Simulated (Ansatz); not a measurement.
# ZrC (Fm-3m) in Ansatz: convergence with wavefunction cutoff

Aim: find how far wavefunction cutoff must go before the results for ZrC settle, at LDA. This setting moves, with any that are tied to it; all else stays.

All numbers are computed with Ansatz 0.2.0; they aren't measurements. Logs are shortened: lines on timing, memory, paths and dates and some standing lists are left out, and cuts for length are marked.

## 1. The crystal as given

The structure is cubic, space group Fm-3m (No. 225). The conventional cell has a = 4.730 Å, b = 4.730 Å, c = 4.730 Å, α = 90.00°, β = 90.00°, γ = 90.00°. Around Zr (site symmetry m-3m) lie 6 C at 2.37 Å. C (site symmetry m-3m) is surrounded by 6 Zr at 2.37 Å.

## 2. With wavefunction cutoff 200 eV

File input.yaml:

```yaml
crystal:
  lattice:
    - [0.0, 2.365, 2.365]
    - [2.365, 0.0, 2.365]
    - [2.365, 2.365, 0.0]
  atoms:
    - { symbol: Zr, position: [0.5, 0.5, 0.5] }
    - { symbol: C, position: [0.0, 0.0, 0.0] }
hamiltonian:
  xc: lda
  pseudopotentials: { kind: paw_fr }
magnetization:
  noncollinear: true
  spin_orbit: true
kpoints:
  mp_grid: { grid: [8, 8, 8] }
scf:
  occupations: { method: methfessel_paxton, width: 0.05 }
output:
  forces: true
  stress: true
  eigenvalues: true
basis:
  ecutwfc: "200 eV"
```

Potentials or basis: Ansatz PAW.

The run is started by

```sh
> ansatz run input.yaml --threads 2 --pin off --max-ram 5632MiB --backend cpu --events-out ev --progress --plain --runs-dir out
```

The program printed:

```text
Warning: basis.ecutwfc = 200 eV is below the records' recommended 420 eV, and the density's cutoff is lower with it unless basis.ecutrho_ratio is high enough to keep the records' density cutoff: compare with a run at a higher cutoff
Warning: RAYON_NUM_THREADS=2 ignored (pool sized by the plan → 2); use --threads N
Engine: ansatz 0.2.0, aarch64-unknown-linux-gnu
Pseudopotentials: kind: paw_fr
Pseudopotential: Zr, paw_fr, valence charge 12, recommended cutoff 420 eV (normal), Zr.paw.azcp#standard-fr
Pseudopotential: C, paw_fr, valence charge 4, recommended cutoff 420 eV (normal), C.paw.azcp#standard-fr
Functional definition: SPW92
  exchange = slater_x
  correlation = pw_c
non-collinear run that drives no moment, with spin-orbit: no starting moment large enough to seed its density (crystal.atoms[].spin), no starting occupations that ask for one, no magnetisation constraint and no magnetic field, so the semilocal B_xc is pinned to zero
Crystal: 2 atoms, lattice volume = 26.456 Å³
Basis set: ecut = 200 eV, 169 PW (Γ)
Bands: 24, of which v1, the nominal top of the filled ones, is band 16 counted from 1 (15 counted from 0)
Symmetry: 48 space group operations + 48 with time reversal
Magnetic group: BNS 225.117 (UNI 1619), of the structure as read, at distance tolerance 3.0e-5 Å
k-points: 29 of 512
Projection manifold: j_resolved (fully-relativistic pseudo-atomic orbitals)
Non-local potential: Zr, projectors of the file, l = 0: 3, l = 1: 4, l = 2: 4, l = 3: 4
Non-local potential: C, projectors of the file, l = 0: 2, l = 1: 4, l = 2: 2
PAW form: soft (Blöchl's): semilocal exchange-correlation on the pseudo side does not see the compensation charge
PAW frozen core: Zr, regenerated for the run's functional, and the local potential with it (the file was generated under x = pbe(κ = 0.804, μ = 0.2195149727645171), c = pbe(β = 0.06672455060314922))
PAW frozen core: C, regenerated for the run's functional, and the local potential with it (the file was generated under x = pbe(κ = 0.804, μ = 0.2195149727645171), c = pbe(β = 0.06672455060314922))
PAW one-centre angular grid: Zr, 590 points (default); XC on 64 Gauss nodes
PAW one-centre angular grid: C, 110 points (default); XC on 64 Gauss nodes
Initial density: superposition of atomic densities (chi_scale 0.1, normalization cell, long waves kept (reshape's long-wave potential 0.00 eV rms))
Initial wavefunctions: pseudopotential atomic-orbital guess
Functional: x = slater, c = lda
SCF iter   1: F=—  HF=-4320.593935 eV  |F-HF|=—  |Δ(HF+E_count)|=         —  Δρ=6.88e-2  dr2=1.61e0  dr2_m=0.00e0 (ungated)  ethr=3.10e-3  |M|=0.00e0 ∫|m|=0.00e0 μB  |m|>n=0.0e0 m-floor=0.0e0 τ_xc=0.0e0  β_m=0.30  ⟨swp⟩=5.4  Hψ=1608  notcnv=0
preconditioner: auto → none  [metal: Δε(μ)=0.031 eV  Ē_g=18.042 eV  σ=0.050 eV  W_gap=0.49  n_scr=8 (ndim 8)  ℏωp=27.0 eV  f_vac=0.000  D(μ)=0.75/eV (n_scr^D=0)  sad-step TF]
SCF iter   2: F=—  HF=-4320.328411 eV  |F-HF|=—  |Δ(HF+E_count)|=   2.66e-1  S|Δr|=    0.00e0  Δρ=4.46e-2  dr2=5.58e-1  dr2_m=0.00e0 (ungated)  ethr=3.10e-3  |M|=0.00e0 ∫|m|=0.00e0 μB  |m|>n=0.0e0 m-floor=0.0e0 τ_xc=0.0e0  β_m=0.51  ⟨swp⟩=2.0  Hψ=541  notcnv=0  defer=74
SCF iter   3: F=—  HF=-4320.171126 eV  |F-HF|=—  |Δ(HF+E_count)|=   1.57e-1  S|Δr|=    0.00e0  Δρ=1.01e-2  dr2=2.05e-2  dr2_m=0.00e0 (ungated)  ethr=3.10e-3  |M|=0.00e0 ∫|m|=0.00e0 μB  |m|>n=0.0e0 m-floor=0.0e0 τ_xc=0.0e0  β_m=0.58  ⟨swp⟩=2.9  Hψ=591  notcnv=0  defer=74
SCF iter   4: F=—  HF=-4320.166238 eV  |F-HF|=—  |Δ(HF+E_count)|=   4.89e-3  S|Δr|=    0.00e0  Δρ=1.43e-3  dr2=2.97e-4  dr2_m=0.00e0 (ungated)  ethr=1.28e-4  |M|=0.00e0 ∫|m|=0.00e0 μB  |m|>n=0.0e0 m-floor=0.0e0 τ_xc=0.0e0  β_m=0.67  ⟨swp⟩=2.2  Hψ=485  notcnv=0  defer=76
SCF iter   5: F=—  HF=-4320.166310 eV  |F-HF|=—  |Δ(HF+E_count)|=   7.21e-5  S|Δr|=    0.00e0  Δρ=1.05e-4  dr2=1.31e-6  dr2_m=0.00e0 (ungated)  ethr=1.86e-6  |M|=0.00e0 ∫|m|=0.00e0 μB  |m|>n=0.0e0 m-floor=0.0e0 τ_xc=0.0e0  β_m=0.84  ⟨swp⟩=2.4  Hψ=461  notcnv=0  defer=76
SCF iter   6: F=—  HF=-4320.166313 eV  |F-HF|=—  |Δ(HF+E_count)|=   2.21e-6  S|Δr|=    0.00e0  Δρ=6.56e-5  dr2=1.66e-6  dr2_m=0.00e0 (ungated)  ethr=6.25e-10  |M|=0.00e0 ∫|m|=0.00e0 μB  |m|>n=0.0e0 m-floor=0.0e0 τ_xc=0.0e0  β_m=0.71  ⟨swp⟩=8.4  Hψ=1570  notcnv=0
SCF iter   7: F=-4320.166312 eV  HF=-4320.166312 eV  |F-HF|=6.81e-8  |Δ(HF+E_count)|=   3.69e-7  S|Δr|=    0.00e0  Δρ=1.55e-5  dr2=8.35e-8  dr2_m=0.00e0 (ungated)  ethr=6.25e-10  |M|=0.00e0 ∫|m|=0.00e0 μB  |m|>n=0.0e0 m-floor=0.0e0 τ_xc=0.0e0  ⟨swp⟩=2.1  Hψ=1107  notcnv=0
SCF 1 converged in 7 iterations: F = -4320.166312 eV  dr2 = 8.35e-8
SCF converged after 7 iterations
Stability not checked: this state was not tested for a lower state beside it, because cold or Methfessel-Paxton smearing, or corrected tetrahedra, fill the levels in a way that the test cannot read (fill_not_monotonic; see scf.lower_state_search)
Magnetization: |M| = 0.0000 μB,  M = (+0.0000, +0.0000, +0.0000) μB
Absolute magnetization: 0.0000 μB (∫|m|)
  site 0: m = (+0.0000, +0.0000, +0.0000) μB, |m| = 0.0000 μB  (R = 0.98 Å)
  site 1: m = (+0.0000, +0.0000, +0.0000) μB, |m| = 0.0000 μB  (R = 0.98 Å)
Free energy (F): -4320.166312 eV
Harris-Foulkes:  -4320.166312 eV  (|F-HF|=6.81e-8)
Internal energy: -4320.166060 eV  (E = F + TS)
E sigma→0 (E₀):  -4320.166249 eV
Entropy (-TS):   -0.000252 eV (-0.126 meV/atom)
Fermi energy:    14.395810 eV
Step filling:    the computed levels leave a gap of 0.0328 eV = 0.7 smearing widths at the electron count; against every level under it full and every level over it empty, smearing changes F+E_penalty+E_count by -0.019 meV and its σ→0 estimate by +0.044 meV
--- Per-component energies (eV) ---
  E_band       = -58.446690
  E_kinetic    = 418.118461
  E_local      = -597.943832  (includes V_loc(G=0)·N_el)
  E_nonlocal   = 104.526116
  E_hartree    = 177.234968
  E_xc         = -209.093401
  E_vxc        = -251.272466  (∫ρ·V_xc dr)
  E_paw        = -2937.579023  (= ΣΔE_a)
  E_vpaw       = -86.343815  (= ΣTr[D̂ρ^β])
  E_aug_tail   = -0.000111  (compensation charges beyond the density's cutoff)
  E_ewald      = -1275.863827
  E_core_change = 0.434587  (= ΣΔE_core)
  E_smearing   = -0.000252  (= −TS)
  E_closure    = 0.000000  (closes the sum)
  Σ components = -4320.166312   (vs F -4320.166312, Δ=0.00e0)
--- Forces (eV/Å), atoms counted from 1 ---
  atom   1  Zr     0.00000000    -0.00000000    -0.00000000
  atom   2  C     -0.00000000    -0.00000000    -0.00000000
  max |Σ_I F_I| component: 2.32e-29 eV/Å
--- Stress (GPa, compression-positive) ---
      -19.401857      -0.000000       0.000000
        0.000000     -19.401857      -0.000000
        0.000000      -0.000000     -19.401857
  P = ⅓ Tr σ = -19.4019 GPa (-194.019 kbar)
--- Band table (eV; the first three rows and the last of 29) ---
  k-point 0: bands = ["-34.0900", "-34.0900", "-12.9212", "-12.9212", "-11.0889", "-11.0889", "-11.0889", "-11.0889", "2.9406", "2.9406", "15.3585", "15.3585", "15.3585", "15.3585", "15.4326", "15.4326", "15.4459", "15.4459", "15.5064", "15.5064", "15.5064", "15.5064", "17.0583", "17.0583"]
  k-point 1: bands = ["-34.0767", "-34.0767", "-12.9548", "-12.9548", "-11.1691", "-11.1691", "-11.0944", "-11.0944", "3.2845", "3.2845", "13.6592", "13.6592", "14.0741", "14.0741", "14.0858", "14.0858", "15.8936", "15.8936", "15.8953", "15.8953", "16.4291", "16.4291", "18.6678", "18.6678"]
  k-point 2: bands = ["-34.0435", "-34.0435", "-13.0444", "-13.0444", "-11.3442", "-11.3442", "-11.1101", "-11.1101", "4.1931", "4.1931", "11.6440", "11.6440", "12.7007", "12.7007", "12.7165", "12.7165", "16.8207", "16.8207", "16.8249", "16.8249", "17.1702", "17.1702", "21.0854", "21.0854"]
  k-point 28: bands = ["-33.9700", "-33.9700", "-13.2701", "-13.2701", "-11.5839", "-11.5839", "-11.4409", "-11.4409", "4.7794", "4.7794", "11.8560", "11.8560", "11.9997", "11.9997", "12.1446", "12.1446", "17.5548", "17.5548", "17.5702", "17.5702", "19.8536", "19.8536", "21.1638", "21.1638"]
```

It took 1.2 s on 2 threads of Arm Neoverse V1, shared host; peak memory 0.32 GiB.

Results:

| Property | Result |
| --- | --- |
| Free energy | -4320.1663 eV |
| Pressure | -19.4 GPa |
| Band gap on the k mesh | none (metal or under the smearing width) |

## 3. With wavefunction cutoff 250 eV

Changes to input.yaml since step 2:

```diff
@@ -23,2 +23,2 @@
 basis:
-  ecutwfc: "200 eV"
+  ecutwfc: "250 eV"
```

Potentials or basis: Ansatz PAW.

The run is started by

```sh
> ansatz run input.yaml --threads 2 --pin off --max-ram 5632MiB --backend cpu --events-out ev --progress --plain --runs-dir out
```

Run time: 1.4 s. Hardware: 2 threads of Arm Neoverse V1, shared host; peak memory 0.33 GiB.

Results:

```yaml
Free_energy: -4322.3254 eV
Pressure: -9.5 GPa
Band_gap_on_the_k_mesh: none (metal or under the smearing width)
```

## 4. With wavefunction cutoff 300 eV

Changes to input.yaml since step 3:

```diff
@@ -23,2 +23,2 @@
 basis:
-  ecutwfc: "250 eV"
+  ecutwfc: "300 eV"
```

The run is started by

```sh
> ansatz run input.yaml --threads 2 --pin off --max-ram 5632MiB --backend cpu --events-out ev --progress --plain --runs-dir out
```

It took 1.5 s on 2 threads of Arm Neoverse V1, shared host; peak memory 0.34 GiB.

What came out:

| Quantity | Value |
| --- | --- |
| Free energy | -4322.9164 eV |
| Pressure | -11.8 GPa |
| Band gap on the k mesh | none (metal or under the smearing width) |

## 5. With wavefunction cutoff 350 eV

Changes to input.yaml since step 4:

```diff
@@ -23,2 +23,2 @@
 basis:
-  ecutwfc: "300 eV"
+  ecutwfc: "350 eV"
```

The run is started by

```sh
> ansatz run input.yaml --threads 2 --pin off --max-ram 5632MiB --backend cpu --events-out ev --progress --plain --runs-dir out
```

Wall time 1.9 s (2 threads of Arm Neoverse V1, shared host); peak memory 0.36 GiB.

What came out:

| Quantity | Value |
| --- | --- |
| Free energy | -4323.0487 eV |
| Pressure | -12.5 GPa |
| Band gap on the k mesh | none (metal or under the smearing width) |

## 6. With wavefunction cutoff 400 eV

Changes to input.yaml since step 5:

```diff
@@ -23,2 +23,2 @@
 basis:
-  ecutwfc: "350 eV"
+  ecutwfc: "400 eV"
```

Potentials or basis: Ansatz PAW.

The run is started by

```sh
> ansatz run input.yaml --threads 2 --pin off --max-ram 5632MiB --backend cpu --events-out ev --progress --plain --runs-dir out
```

It took 1.9 s on 2 threads of Arm Neoverse V1, shared host; peak memory 0.37 GiB.

Results (log left out):

```yaml
Free_energy: -4323.0798 eV
Pressure: -12.5 GPa
Band_gap_on_the_k_mesh: none (metal or under the smearing width)
```

## 7. With wavefunction cutoff 450 eV

Changes to input.yaml since step 6:

```diff
@@ -23,2 +23,2 @@
 basis:
-  ecutwfc: "400 eV"
+  ecutwfc: "450 eV"
```

The run is started by

```sh
> ansatz run input.yaml --threads 2 --pin off --max-ram 5632MiB --backend cpu --events-out ev --progress --plain --runs-dir out
```

Run time: 1.9 s. Hardware: 2 threads of Arm Neoverse V1, shared host; peak memory 0.38 GiB.

It converged, with:

| Property | Result |
| --- | --- |
| Free energy | -4323.0868 eV |
| Pressure | -12.5 GPa |
| Band gap on the k mesh | none (metal or under the smearing width) |

## 8. With wavefunction cutoff 500 eV

Changes to input.yaml since step 7:

```diff
@@ -23,2 +23,2 @@
 basis:
-  ecutwfc: "450 eV"
+  ecutwfc: "500 eV"
```

The run is started by

```sh
> ansatz run input.yaml --threads 2 --pin off --max-ram 5632MiB --backend cpu --events-out ev --progress --plain --runs-dir out
```

Run time: 2.1 s. Hardware: 2 threads of Arm Neoverse V1, shared host; peak memory 0.39 GiB.

Results (log left out):

* Free energy: -4323.0879 eV
* Pressure: -12.5 GPa
* Band gap on the k mesh: none (metal or under the smearing width)

## 9. With wavefunction cutoff 600 eV

Changes to input.yaml since step 8:

```diff
@@ -23,2 +23,2 @@
 basis:
-  ecutwfc: "500 eV"
+  ecutwfc: "600 eV"
```

Potentials or basis: Ansatz PAW.

The run is started by

```sh
> ansatz run input.yaml --threads 2 --pin off --max-ram 5632MiB --backend cpu --events-out ev --progress --plain --runs-dir out
```

Run time: 2.7 s. Hardware: 2 threads of Arm Neoverse V1, shared host; peak memory 0.41 GiB.

It converged, with:

```yaml
Free_energy: -4323.0882 eV
Pressure: -12.5 GPa
Band_gap_on_the_k_mesh: none (metal or under the smearing width)
```

## 10. With wavefunction cutoff 800 eV

Changes to input.yaml since step 9:

```diff
@@ -23,2 +23,2 @@
 basis:
-  ecutwfc: "600 eV"
+  ecutwfc: "800 eV"
```

The run is started by

```sh
> ansatz run input.yaml --threads 2 --pin off --max-ram 5632MiB --backend cpu --events-out ev --progress --plain --runs-dir out
```

Wall time 4 s (2 threads of Arm Neoverse V1, shared host); peak memory 0.45 GiB.

Results (log left out):

| Quantity | Value |
| --- | --- |
| Free energy | -4323.0886 eV |
| Pressure | -12.5 GPa |
| Band gap on the k mesh | none (metal or under the smearing width) |

## 11. The series at a glance

```
wavefunction cutoff  energy less the tightest run, at zero smearing (meV/atom)  pressure (GPa)  SCF cycles  CPU time (s)  peak memory (GiB)
             200 eV                                                    1461.16          -19.40           7             2               0.32
             250 eV                                                     381.59           -9.51           8           2.4               0.33
             300 eV                                                      86.08          -11.77           8           2.6               0.34
             350 eV                                                      19.96          -12.47           8           3.3               0.36
             400 eV                                                       4.41          -12.53           7           3.4               0.37
             450 eV                                                       0.88          -12.50           7           3.5               0.38
             500 eV                                                       0.33          -12.50           7           3.8               0.39
             600 eV                                                       0.20          -12.50           7             5               0.41
             800 eV                                                       0.00          -12.50           7           7.7               0.45
```

Against the tightest run, the energy stays within 1 meV/atom from 450 eV on; the pressure stays within 0.1 GPa from 350 eV on. The tightest run that finished is the yardstick and may itself not be fully converged.

Caveats: the PAW data sets come from PBE, with cores solved anew for the run's functional, which leaves a small shift of forces and pressure.
